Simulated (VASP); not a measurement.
# CdGeAs2 (I-42d) in VASP: a series of runs, part 2 of 2

VASP 6.6.1. Earlier steps stand in the parts before.

## (4) Relaxation of cell and atoms, LDA

The input, INCAR:

```
PREC = Accurate ; ENCUT = 600
EDIFF = 1E-6 ; ISMEAR = 0
SIGMA = 0.02 ; LREAL = False
LASPH = True ; NELM = 60
ALGO = Normal ; ISIF = 3
LWAVE = False ; LCHARG = False
IBRION = 2 ; NSW = 60
EDIFFG = -0.02 ; KPAR = 4
```

The input, KPOINTS:

```
Automatic mesh
0
Gamma
  6 6 6
```

The input, POSCAR:

```
CdGeAs2
1.0
   -2.9888745628      2.9888745628      5.6642966801
    2.9888745628     -2.9888745628      5.6642966801
    2.9888745628      2.9888745628     -5.6642966801
Cd As Ge
2 4 2
Direct
    0.5000000000      0.5000000000      0.0000000000
    0.2500000000      0.7500000000      0.5000000000
    0.0962175700      0.1250000000      0.4712175700
    0.3750000000      0.9037824300      0.0287824300
    0.6537824300      0.6250000000      0.5287824300
    0.8750000000      0.3462175700      0.9712175700
    0.7500000000      0.2500000000      0.5000000000
    0.0000000000      0.0000000000      0.0000000000
```

Potentials or basis: VASP PAW LDA potentials, release 64 (Cd, As, Ge_d).

Command:

```bash
> cat potpaw_LDA.64/Cd/POTCAR potpaw_LDA.64/As/POTCAR potpaw_LDA.64/Ge_d/POTCAR > POTCAR
> mpirun -np 4 vasp_std > vasp.out
```

OUTCAR:

```text
PREC = Accurate
   ENCUT = 600
   EDIFF = 1E-6
   ISMEAR = 0
   LREAL = False
   LASPH = True
   NELM = 60
   ISIF = 3
   IBRION = 2
   NSW = 60
   EDIFFG = -0.02

 ion  position               nearest neighbor table
   1  0.500  0.500  0.000-   5 2.65   4 2.65   6 2.65   3 2.65
   2  0.250  0.750  0.500-   4 2.65   3 2.65   5 2.65   6 2.65
   3  0.096  0.125  0.471-   7 2.45   8 2.45   1 2.65   2 2.65
   4  0.375  0.904  0.029-   7 2.45   8 2.45   1 2.65   2 2.65
   5  0.654  0.625  0.529-   8 2.45   7 2.45   2 2.65   1 2.65
   6  0.875  0.346  0.971-   7 2.45   8 2.45   2 2.65   1 2.65
   7  0.750  0.250  0.500-   4 2.45   3 2.45   5 2.45   6 2.45
   8  0.000  0.000  0.000-   5 2.45   4 2.45   3 2.45   6 2.45

  LATTYP: Found a body centered tetragonal cell.
 ALAT       =     5.9777491256
 C/A-ratio  =     1.8951269319

[... 365 lines left out ...]

 Free energy of the ion-electron system (eV)
  ---------------------------------------------------
  ext. energy  EPLUGINS =         0.00000000
  ---------------------------------------------------
  free energy    TOTEN  =       -35.39786237 eV

  energy without entropy =      -35.39786237  energy(sigma->0) =      -35.39786237

 E-fermi :   3.1780     XC(G=0):  -9.8131

 val. band max:        3.0475650723   @ k =   0.1667  -0.0000   0.0000
 cond. band min:       3.2614058184   @ k =   0.0000   0.0000   0.0000
 fundamental gap:      0.2138407461
 Fermi energy:         3.1780336799

 k-point     1 :       0.0000    0.0000    0.0000
  band No.  band energies     occupation
      1     -21.8796      2.00000
      2     -21.8796      2.00000
      3     -21.8793      2.00000
      4     -21.8748      2.00000
      5     -21.8720      2.00000
      6     -21.8720      2.00000
[... 1093 lines left out ...]
     42       6.1298      0.00000
     43       6.6632      0.00000

 [... further k-points ...]
[... 5 lines left out ...]
  --------------------------------------------------------------------------------------
  -------------------------------------------------------------------------------------
  Total       -0.0450337     -0.0450337      0.1518825      0.0000000     -0.0000000      0.0000000
  in kB       -0.3706395     -0.3706395      1.2500329      0.0000000     -0.0000000      0.0000000
  external PRESSURE =       0.1695847 kB  Pullay stress =       0.0000000 kB
[... 23 lines left out ...]
  FREE ENERGIE OF THE ION-ELECTRON SYSTEM (eV)
  ---------------------------------------------------
  free  energy   TOTEN  =       -35.3978623731 eV

  energy  without entropy=      -35.3978623731  energy(sigma->0) =      -35.39786237

 reached required accuracy - stopping structural energy minimisation
```

OSZICAR:

```text
N       E                     dE             d eps       ncg     rms          rms(c)
DAV:   1     0.752821168651E+03    0.75282E+03   -0.35942E+04  3277   0.292E+03
DAV:   2     0.841222873549E+02   -0.66870E+03   -0.65191E+03  2588   0.877E+02
[... 44 lines left out ...]
       N       E                     dE             d eps       ncg     rms          rms(c)
DAV:   1    -0.353970080675E+02   -0.11067E-02   -0.20233E-01  2604   0.177E+00    0.231E-01
DAV:   2    -0.353980129563E+02   -0.10049E-02   -0.14704E-02  3127   0.547E-01    0.947E-02
DAV:   3    -0.353978967162E+02    0.11624E-03   -0.34212E-04  3339   0.109E-01    0.532E-02
DAV:   4    -0.353978634648E+02    0.33251E-04   -0.92995E-05  3261   0.569E-02    0.141E-02
DAV:   5    -0.353978623553E+02    0.11094E-05   -0.18062E-05  2958   0.289E-02    0.462E-03
DAV:   6    -0.353978623731E+02   -0.17722E-07   -0.12041E-06  1541   0.814E-03
   5 F= -.35397862E+02 E0= -.35397862E+02  d E =-.689487E-02
```

CONTCAR:

```text
CdGeAs2
   1.00000000000000
    -2.9469363762353438    2.9469363762353438    5.6039639975521780
     2.9469363762353438   -2.9469363762353438    5.6039639975521780
     2.9469363762353438    2.9469363762353438   -5.6039639975521780
  Cd              As              Ge
     2     4     2
Direct
     0.5000000000000000    0.5000000000000000    0.0000000000000000
     0.2500000000000000    0.7500000000000000    0.5000000000000000
     0.1006598058609041    0.1250000000000000    0.4756598058609041
     0.3750000000000000    0.8993401941390958    0.0243401941390959
     0.6493401941390958    0.6250000000000000    0.5243401941390958
     0.8750000000000000    0.3506598058609041    0.9756598058609042
     0.7500000000000000    0.2500000000000000    0.5000000000000000
     0.0000000000000000    0.0000000000000000    0.0000000000000000

  0.00000000E+00  0.00000000E+00  0.00000000E+00
  0.00000000E+00  0.00000000E+00  0.00000000E+00
  0.00000000E+00  0.00000000E+00  0.00000000E+00
  0.00000000E+00  0.00000000E+00  0.00000000E+00
  0.00000000E+00  0.00000000E+00  0.00000000E+00
  0.00000000E+00  0.00000000E+00  0.00000000E+00
  0.00000000E+00  0.00000000E+00  0.00000000E+00
  0.00000000E+00  0.00000000E+00  0.00000000E+00
```

It took 4.1 min on 4 MPI ranks of AMD EPYC 9R14 (Zen 4), shared host; peak memory 0.53 GiB.

What came out:

```
Free energy                            : -35.3979 eV
Relaxed volume                         : 24.33 Å³/atom
Relaxed cell                           : a = 6.984 Å, b = 6.984 Å, c = 6.984 Å, α = 130.08°, β = 130.08°, γ = 73.28°
Space group after relaxing (to 0.05 Å) : I-42d (No. 122)
Energy gained by relaxing              : 8.6 meV/atom
Ionic steps                            : 5
Pressure after relaxing                : 0.0 GPa
Largest force after relaxing           : 0.004 eV/Å
Band gap on the k mesh                 : 0.21 eV, indirect (least direct gap 0.22 eV)
```

Forces on the atoms (eV/Å):
```
Cd   0.000  0.000  0.000
Cd   0.000  0.000  0.000
As   0.000 -0.004  0.000
As   0.004  0.000  0.000
As   0.000  0.004  0.000
As  -0.004  0.000  0.000
Ge   0.000  0.000  0.000
Ge   0.000  0.000  0.000
```

The path:
```csv
step,energy change (eV),largest force (eV/Å),pressure (GPa),volume (Å³)
1,0.0000,0.2119,-2.27,202.41
2,-0.0550,0.1685,0.96,192.07
3,-0.0615,0.1815,0.10,194.50
4,-0.0665,0.0949,0.07,194.58
5,-0.0684,0.0036,0.02,194.67
```

Final structure:
```
Cd As Ge
1.0
    -2.94694    2.94694    5.60396
     2.94694   -2.94694    5.60396
     2.94694    2.94694   -5.60396
Cd As Ge
2 4 2
Direct
  0.50000 0.50000 0.00000
  0.25000 0.75000 0.50000
  0.10066 0.12500 0.47566
  0.37500 0.89934 0.02434
  0.64934 0.62500 0.52434
  0.87500 0.35066 0.97566
  0.75000 0.25000 0.50000
  0.00000 0.00000 0.00000
```

## (5) For comparison

An earlier run on the cell as given: functional PBEsol; potentials or basis VASP PAW PBE potentials, release 64 (Cd, As, Ge_d); cutoff 520 eV; k mesh 6 × 6 × 6; occupations fermi-dirac, width 0.05 eV; no spin polarisation.

- Pressure: -0.5 GPa
- Largest force: 0.170 eV/Å
- Band gap on the k mesh: 0.19 eV, indirect (least direct gap 0.21 eV)

## (6) Overview

| task | level | potentials or basis | cell | cutoff (eV) | smearing | ladder | gap on the mesh (eV) | pressure (GPa) | relaxed volume (Å³/atom) |
| --- | --- | --- | --- | --- | --- | --- | --- | --- | --- |
| relaxation of cell and atoms | PBE+D3(BJ) | VASP PAW PBE potentials, release 64 (Cd, As, Ge_d) | relaxed | 600 | gaussian 0.02 eV | gaps | 0.20 | -0.1 | 25.33 |
| relaxation of cell and atoms | PBE | VASP PAW PBE potentials, release 64 (Cd, As, Ge_d) | relaxed | 600 | gaussian 0.02 eV | gaps | 0.18 | 0.0 | 26.34 |
| relaxation of cell and atoms | LDA | VASP PAW LDA potentials, release 64 (Cd, As, Ge_d) | relaxed | 600 | gaussian 0.02 eV | gaps | 0.21 | 0.0 | 24.33 |
| single point | PBEsol | VASP PAW PBE potentials, release 64 (Cd, As, Ge_d) | as given | 520 | fermi-dirac 0.05 eV | free | 0.19 | -0.5 | - |

Alike in all rows: no spin polarisation; k mesh 6 × 6 × 6.

Caveats: the PAW data sets were made with another functional, which shifts forces and pressure a little (some runs).

Total energies depend on the potentials used, so only differences within one code and one set of settings carry meaning.
